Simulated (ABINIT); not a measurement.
# BN (Qingsongite): G0W0 in ABINIT against the k mesh, part 2 of 3

Wanted: the cheapest k mesh that holds the gap of BN (Qingsongite).

ABINIT 10.8.3; PBE and many-body steps on it, plane waves. Known limits of the many-body steps: not at the basis limit; coarse k mesh.

So far. Step 6 (Empty states on the mesh, 14×14×14 mesh, 66 bands): On this mesh the gap is 4.535 eV. Step 7 (Screening, 4×4×4 mesh, 58 bands, screening to 261.2 eV): Local fields lower ε∞ by 7 %. On a Γ-centred mesh this coarse the value itself is usually too large, while a short band sum pulls it down.

**9. Screening, 6×6×6 mesh, 58 bands, screening to 261.2 eV**

This step: RPA screening on PBE, plane waves, norm-conserving pseudopotentials.

run.abi reads:

```
acell 3*1.0 Angstrom
rprim 
  -0.000000000000 1.807500000000 1.807500000000
  1.807500000000 0.000000000000 1.807500000000
  1.807500000000 1.807500000000 -0.000000000000
ntypat 2
znucl 5 7
natom 2
typat 1 2
xred 
  0.000000000000 0.000000000000 0.000000000000
  0.250000000000 0.250000000000 0.250000000000
pp_dirpath "pseudos"
pseudos "B.upf, N.upf"
ecut 36
ngkpt 6 6 6
nshiftk 1
shiftk 0 0 0
kptopt 1
chksymbreak 0
istwfk *1
occopt 1
irdwfk 1
optdriver 3
nband 58
ecuteps 9.6
inclvkb 2
awtr 1
symchi 1
indata_prefix "in"
outdata_prefix "out"
tmpdata_prefix "tmp"
```

Launch:

```bash
OMP_NUM_THREADS=1 mpirun -n 8 abinit run.abi > log
```

The log of the run:

```text
.Version 10.8.3 of ABINIT. v10.8.2 released Aug 2026.

 Symmetries : space group F-4 3 m (#216); Bravais cF (face-center cubic)
[... echo of the input left out ...]
== DATASET  1 ==================================================================
-   mpi_nproc: 8, omp_nthreads: 1 (-1 if OMP is not activated)

--- !DatasetInfo
iteration_state: {dtset: 1, }
dimensions: {natom: 2, nkpt: 16, mband: 58, nsppol: 1, nspinor: 1, nspden: 1, mpw: 869, }
cutoff_energies: {ecut:  36.0, pawecutdg:  -1.0, }
electrons: {nelect:   8.00000000E+00, charge:   0.00000000E+00, occopt:   1.00000000E+00, tsmear:   1.00000000E-02, }

 SCREENING: Calculation of the susceptibility and dielectric matrices

 Based on a program developped by R.W. Godby, V. Olevano, G. Onida, and L. Reining.
 Incorporated in ABINIT by V. Olevano, G.-M. Rignanese, and M. Torrent.
.Using double precision arithmetic ; gwpc =  8

[... cell and pseudopotentials left out ...]
--------------------------------------------------------------------------------

 ==== K-mesh for the wavefunctions ====
 Number of points in the irreducible wedge :    16
[... list of points left out ...]
 Together with 24 symmetry operations and time-reversal symmetry
 yields   216 points in the full Brillouin Zone.

 ==== Q-mesh for the screening function ====
 Number of points in the irreducible wedge :    16
[... list of points left out ...]
 Together with 24 symmetry operations and time-reversal symmetry
 yields   216 points in the full Brillouin Zone.

 setmesh: FFT mesh size selected  =    20x   20x   20
          total number of points  =         8000

 vcoul_init : cutoff-mode = AUXILIARY_FUNCTION
 q-points for optical limit:   1
     1)      0.000010    0.000020    0.000030

- screening: taking advantage of time-reversal symmetry
- Maximum band index for partially occupied states nbvw = 4
- Remaining bands to be divided among processors   nbcw = 54
- Number of bands treated by each node ~6

 Number of electrons calculated from density =    8.0000; Expected =    8.0000
 average of density, n =  0.100376
 r_s =    1.3348
 omega_plasma =   30.5612 [eV]

 calculating chi0 at frequencies [eV] :
  1    0.000000E+00    0.000000E+00
  2    0.000000E+00    3.056116E+01

--------------------------------------------------------------------------------
  q-point number  1        q = ( 0.000000, 0.000000, 0.000000) [r.l.u.]
--------------------------------------------------------------------------------
[... chi0 elements left out ...]
 For q-point:  0.000010 0.000020 0.000030
  dielectric constant =   4.3870
  dielectric constant without local fields =   4.7424

  Average fulfillment of the sum rule on Im[epsilon] for q-point    1 :     84.11  [%]
[... wings left out ...]
  q-point number  2        q = ( 0.166667, 0.000000, 0.000000) [r.l.u.]
--------------------------------------------------------------------------------
[... chi0 elements left out ...]
  Average fulfillment of the sum rule on Im[epsilon] for q-point    2 :     95.71  [%]

 [... 14 further q-points ...]
```

The job ended after 7.2 s (8 MPI ranks of AMD EPYC 7R43, shared host; peak memory 0.77 GiB; 55 s of CPU time).

This step gave:

```
ε∞ with local fields, on this mesh, along the program's q direction : 4.387
the same without local fields                                       : 4.742
plasma frequency                                                    : 30.56 eV
plane waves in the screening matrix                                 : 113
```

**10. 6×6×6**

The self-energy is evaluated for the states that the input lists, and the levels follow from it, in one-shot runs by the linearised quasiparticle equation.

This step: G0W0 on PBE, plane waves, norm-conserving pseudopotentials.

Changes to run.abi since step 9:

```diff
@@ -23,8 +23,17 @@
 irdwfk 1
-optdriver 3
+optdriver 4
 nband 58
+gwcalctyp 0
+ecutsigx 36
+symsigma 1
+nkptgw 2
+kptgw 
+  0.0000000000 0.0000000000 0.0000000000
+  0.5000000000 0.5000000000 0.0000000000
+bdgw 
+  2 7
+  3 6
 ecuteps 9.6
-inclvkb 2
-awtr 1
-symchi 1
+irdscr 1
+ppmodel 1
 indata_prefix "in"
```

The log of the run:

```text
.Version 10.8.3 of ABINIT. v10.8.2 released Aug 2026.

 Symmetries : space group F-4 3 m (#216); Bravais cF (face-center cubic)
[... echo of the input left out ...]
== DATASET  1 ==================================================================
-   mpi_nproc: 8, omp_nthreads: 1 (-1 if OMP is not activated)

--- !DatasetInfo
iteration_state: {dtset: 1, }
dimensions: {natom: 2, nkpt: 16, mband: 58, nsppol: 1, nspinor: 1, nspden: 1, mpw: 869, }
cutoff_energies: {ecut:  36.0, pawecutdg:  -1.0, }
electrons: {nelect:   8.00000000E+00, charge:   0.00000000E+00, occopt:   1.00000000E+00, tsmear:   1.00000000E-02, }

 SIGMA: Calculation of the GW corrections

 Based on a program developped by R.W. Godby, V. Olevano, G. Onida, and L. Reining.
 Incorporated in ABINIT by V. Olevano, G.-M. Rignanese, and M. Torrent.
.Using double precision arithmetic ; gwpc =  8

[... cell and pseudopotentials left out ...]
--------------------------------------------------------------------------------

 ==== K-mesh for the wavefunctions ====
 Number of points in the irreducible wedge :    16
[... list of points left out ...]
 Together with 24 symmetry operations and time-reversal symmetry
 yields   216 points in the full Brillouin Zone.

 ==== Q-mesh for screening function ====
 Number of points in the irreducible wedge :    16
[... list of points left out ...]
 Together with 24 symmetry operations and time-reversal symmetry
 yields   216 points in the full Brillouin Zone.

 vcoul_init : cutoff-mode = AUXILIARY_FUNCTION
 q-points for optical limit:   1
     1)      0.000010    0.000020    0.000030
 setmesh: FFT mesh size selected  =    25x   25x   25
          total number of points  =        15625

 Number of electrons calculated from density =    8.0000; Expected =    8.0000
[...]
number of omega for Sigma on real axis              0
 max omega for Sigma on real axis  [eV]           0.00
 zcut for avoiding poles [eV]                     0.10

 EPSILON^-1 parameters (SCR file):
 dimension of the eps^-1 matrix on file            113
 dimension of the eps^-1 matrix used               113
 number of plane-waves for wavefunctions           869
 number of bands                                    58
 number of q-points in IBZ                          16
 number of frequencies                               2
 number of real frequencies                          1
 number of imag frequencies                          1

 matrix elements of self-energy operator (all in [eV])

 Perturbative Calculation

--- !SelfEnergy_ee
iteration_state: {dtset: 1, }
kpoint     : [   0.000,    0.000,    0.000, ]
spin       : 1
KS_gap     :    8.878
QP_gap     :   10.919
Delta_QP_KS:    2.041
data: !SigmaeeData |
     Band     E0 <VxcDFT>   SigX SigC(E0)      Z dSigC/dE  Sig(E)    E-E0       E
        2   8.220 -18.521 -22.105   2.610   0.827  -0.209 -19.326  -0.806   7.414
        3   8.220 -18.521 -22.105   2.610   0.827  -0.209 -19.326  -0.806   7.414
        4   8.220 -18.521 -22.105   2.610   0.827  -0.209 -19.326  -0.806   7.414
[...]
--- !SelfEnergy_ee
iteration_state: {dtset: 1, }
kpoint     : [   0.500,    0.500,    0.000, ]
spin       : 1
KS_gap     :    9.442
QP_gap     :   11.382
Delta_QP_KS:    1.940
data: !SigmaeeData |
     Band     E0 <VxcDFT>   SigX SigC(E0)      Z dSigC/dE  Sig(E)    E-E0       E
[...]
5  12.755 -12.569  -7.356  -4.454   0.854  -0.171 -11.920   0.648  13.403
        6  17.562 -12.695  -6.758  -5.027   0.851  -0.175 -11.921   0.774  18.336

== END DATASET(S) ==============================================================
================================================================================

 -outvars: echo values of variables after computation  --------
           etotal      0.0000000000E+00
            nband          58
             nkpt          16
          spgroup         216
 [... the other variables as echoed above ...]

 Calculation completed.
```

The job ended after 4.4 s (8 MPI ranks; peak memory 0.77 GiB).

This step gave:

```
G0W0 gap on the points computed              : 5.989 eV
starting gap on the mesh                     : 4.535 eV
k of the valence top                         : 0, 0, 0
k of the conduction bottom                   : 0.5, 0.5, 0
Z at the valence top                         : 0.827
Z at the conduction bottom                   : 0.854
least direct G0W0 gap on the computed points : 10.92 eV
```

The gap on the mesh goes from 4.53 eV to 5.99 eV, a correction of +1.45 eV.

**11. Screening, 8×8×8 mesh, 58 bands, screening to 261.2 eV**

This step: RPA screening on PBE, plane waves, norm-conserving pseudopotentials.

Changes to run.abi since step 10:

```diff
@@ -15,3 +15,3 @@
 ecut 36
-ngkpt 6 6 6
+ngkpt 8 8 8
 nshiftk 1
@@ -23,17 +23,8 @@
 irdwfk 1
-optdriver 4
+optdriver 3
 nband 58
-gwcalctyp 0
-ecutsigx 36
-symsigma 1
-nkptgw 2
-kptgw 
-  0.0000000000 0.0000000000 0.0000000000
-  0.5000000000 0.5000000000 0.0000000000
-bdgw 
-  2 7
-  3 6
 ecuteps 9.6
-irdscr 1
-ppmodel 1
+inclvkb 2
+awtr 1
+symchi 1
 indata_prefix "in"
```

The log of the run:

```text
.Version 10.8.3 of ABINIT. v10.8.2 released Aug 2026.

 Symmetries : space group F-4 3 m (#216); Bravais cF (face-center cubic)
[... echo of the input left out ...]
== DATASET  1 ==================================================================
-   mpi_nproc: 8, omp_nthreads: 1 (-1 if OMP is not activated)

--- !DatasetInfo
iteration_state: {dtset: 1, }
dimensions: {natom: 2, nkpt: 29, mband: 58, nsppol: 1, nspinor: 1, nspden: 1, mpw: 869, }
cutoff_energies: {ecut:  36.0, pawecutdg:  -1.0, }
[...]
--------------------------------------------------------------------------------
[... chi0 elements left out ...]
 For q-point:  0.000010 0.000020 0.000030
  dielectric constant =   4.3085
  dielectric constant without local fields =   4.6604

  Average fulfillment of the sum rule on Im[epsilon] for q-point    1 :     84.08  [%]
[... wings left out ...]
  q-point number  2        q = ( 0.125000, 0.000000, 0.000000) [r.l.u.]
--------------------------------------------------------------------------------
[... chi0 elements left out ...]
  Average fulfillment of the sum rule on Im[epsilon] for q-point    2 :     96.53  [%]

 [... 27 further q-points ...]
```

It took 26 s on 8 MPI ranks; peak memory 1 GiB; 3.4 min of CPU time.

This step gave:

```yaml
eps_infinity_with_local_fields_on_this_mesh_along_the_program_s_q_direction: 4.309
the_same_without_local_fields: 4.660
plasma_frequency: 30.56 eV
plane_waves_in_the_screening_matrix: 113
```

**12. 8×8×8**

This step: G0W0 on PBE, plane waves, norm-conserving pseudopotentials.

Changes to run.abi since step 11:

```diff
@@ -23,8 +23,17 @@
 irdwfk 1
-optdriver 3
+optdriver 4
 nband 58
+gwcalctyp 0
+ecutsigx 36
+symsigma 1
+nkptgw 2
+kptgw 
+  0.0000000000 0.0000000000 0.0000000000
+  0.5000000000 0.5000000000 0.0000000000
+bdgw 
+  2 7
+  3 6
 ecuteps 9.6
-inclvkb 2
-awtr 1
-symchi 1
+irdscr 1
+ppmodel 1
 indata_prefix "in"
```

The log of the run:

```text
.Version 10.8.3 of ABINIT. v10.8.2 released Aug 2026.

 Symmetries : space group F-4 3 m (#216); Bravais cF (face-center cubic)
[... echo of the input left out ...]
== DATASET  1 ==================================================================
-   mpi_nproc: 8, omp_nthreads: 1 (-1 if OMP is not activated)

--- !DatasetInfo
iteration_state: {dtset: 1, }
dimensions: {natom: 2, nkpt: 29, mband: 58, nsppol: 1, nspinor: 1, nspden: 1, mpw: 869, }
cutoff_energies: {ecut:  36.0, pawecutdg:  -1.0, }
[...]
Band     E0 <VxcDFT>   SigX SigC(E0)      Z dSigC/dE  Sig(E)    E-E0       E
[...]
5  12.755 -12.570  -7.394  -4.424   0.854  -0.171 -11.928   0.642  13.397
        6  17.562 -12.696  -6.779  -5.013   0.851  -0.175 -11.926   0.770  18.332

== END DATASET(S) ==============================================================
================================================================================

 -outvars: echo values of variables after computation  --------
           etotal      0.0000000000E+00
            nband          58
             nkpt          29
          spgroup         216
 [... the other variables as echoed above ...]

 Calculation completed.
```

It took 6.3 s on 8 MPI ranks; peak memory 1.1 GiB; 47 s of CPU time.

Numbers from this step:

- G0W0 gap on the points computed: 5.988 eV
- starting gap on the mesh: 4.535 eV
- k of the valence top: 0, 0, 0
- k of the conduction bottom: 0.5, 0.5, 0
- least direct G0W0 gap on the computed points: 10.92 eV

Against the run before, the gap moves by −0.001 eV.

**13. Screening, 10×10×10 mesh, 58 bands, screening to 261.2 eV**

This step: RPA screening on PBE, plane waves, norm-conserving pseudopotentials.

Changes to run.abi since step 12:

```diff
@@ -15,3 +15,3 @@
 ecut 36
-ngkpt 8 8 8
+ngkpt 10 10 10
 nshiftk 1
@@ -23,17 +23,8 @@
 irdwfk 1
-optdriver 4
+optdriver 3
 nband 58
-gwcalctyp 0
-ecutsigx 36
-symsigma 1
-nkptgw 2
-kptgw 
-  0.0000000000 0.0000000000 0.0000000000
-  0.5000000000 0.5000000000 0.0000000000
-bdgw 
-  2 7
-  3 6
 ecuteps 9.6
-irdscr 1
-ppmodel 1
+inclvkb 2
+awtr 1
+symchi 1
 indata_prefix "in"
```

The log of the run:

```text
.Version 10.8.3 of ABINIT. v10.8.2 released Aug 2026.

 Symmetries : space group F-4 3 m (#216); Bravais cF (face-center cubic)
[... echo of the input left out ...]
== DATASET  1 ==================================================================
-   mpi_nproc: 8, omp_nthreads: 1 (-1 if OMP is not activated)

--- !DatasetInfo
iteration_state: {dtset: 1, }
dimensions: {natom: 2, nkpt: 47, mband: 58, nsppol: 1, nspinor: 1, nspden: 1, mpw: 869, }
cutoff_energies: {ecut:  36.0, pawecutdg:  -1.0, }
[...]
--------------------------------------------------------------------------------
[... chi0 elements left out ...]
 For q-point:  0.000010 0.000020 0.000030
  dielectric constant =   4.2968
  dielectric constant without local fields =   4.6483

  Average fulfillment of the sum rule on Im[epsilon] for q-point    1 :     84.08  [%]
[... wings left out ...]
  q-point number  2        q = ( 0.100000, 0.000000, 0.000000) [r.l.u.]
--------------------------------------------------------------------------------
[... chi0 elements left out ...]
  Average fulfillment of the sum rule on Im[epsilon] for q-point    2 :     96.96  [%]

 [... 45 further q-points ...]
```

The job ended after 76 s (8 MPI ranks; peak memory 1.5 GiB).

Numbers from this step:

- ε∞ with local fields, on this mesh, along the program's q direction: 4.297
- the same without local fields: 4.648
- plasma frequency: 30.56 eV
- plane waves in the screening matrix: 113

(Part 2 of 3 ends here.)

[Paths, hosts, dates, memory and timing lines, banners, echoed tables and standing remarks are left out of the program output.]

[Logs are printed without paths, hosts, clocks, repeated set-up lines and the standing remarks that a program may print on its own settings, such as how far it seeks lower states.]

[Runs of the session that timed out or met a known fault of the program may be left out.]

[Hosts, paths, dates, database ids (printed as entryN), source tags and the programs' standing remarks are cut or masked in the printed files.]

[G0W0 gaps are taken among the corrected bands and points alone; a level outside them can change the order at an edge.]

[Where Ansatz stands beside ABINIT at settings called matched, ABINIT's density can come from a denser mesh and the files from another edition; pairs whose starting gaps differed by over 0.03 eV were left out, so agreement reads better than it is.]
